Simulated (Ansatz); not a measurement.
# InSe: the cost of one run

Program: Ansatz 0.2.0. G0W0, plane waves. (Simulation; spin polarisation is off.)

## 1. Starting point

The cell was relaxed beforehand with r2SCAN+rVV10.

Space group C2/m (No. 12), monoclinic; a = 11.759 Å, b = 4.110 Å, c = 4.698 Å, β = 110.3° in the conventional setting, 26.61 Å³ an atom. Around In lie 3 Se at 2.68–2.69 Å and 1 In at 2.79 Å; around Se lie 3 In at 2.68–2.69 Å.

The structure in full:

```xyz
4
Lattice="5.8791 -2.0549 0.0681 5.8791 2.0549 0.0681 -1.6833 0.0000 4.3859" Properties=species:S:1:pos:R:3 pbc="T T T"
In   -0.2936    0.0000    4.2484
In   10.3685    0.0000    0.2738
Se    3.4374    0.0000    1.5859
Se    6.6375    0.0000    2.9363
```

## 2. 172 empty bands, 80 eV

input.yaml

```yaml
crystal:
  lattice:
    - [5.8791298252, -2.0549041859, 0.0681377044]
    - [5.8791298252, 2.0549041859, 0.0681377044]
    - [-1.6833233377, 0.0, 4.3858890713]
  atoms:
    - { symbol: In, position: [0.113198752, 0.113198752, 0.9651310456] }
    - { symbol: In, position: [0.886801248, 0.886801248, 0.0348689544] }
    - { symbol: Se, position: [0.3425800513, 0.3425800513, 0.3509438167] }
    - { symbol: Se, position: [0.6574199487, 0.6574199487, 0.6490561833] }
kpoints:
  mp_grid: { grid: [4, 4, 4] }
hamiltonian:
  xc: r2scan
scf:
  occupations: { method: fixed }
gw:
  n_empty_bands: 172
  ecut_chi: 80
  qp_bands: [v2, c2]
  qp_kpoints: band_edges
  screening: { model: contour_deformation }
```

Started as:

```bash
> ansatz run input.yaml --threads 2 --pin off --max-ram 3686MiB --backend cpu --events-out ev --progress --plain --runs-dir out
```

What time and memory should one allow on 2 threads of Arm Neoverse V2, shared host?

About 3.6 min, with a peak of 0.93 GiB.
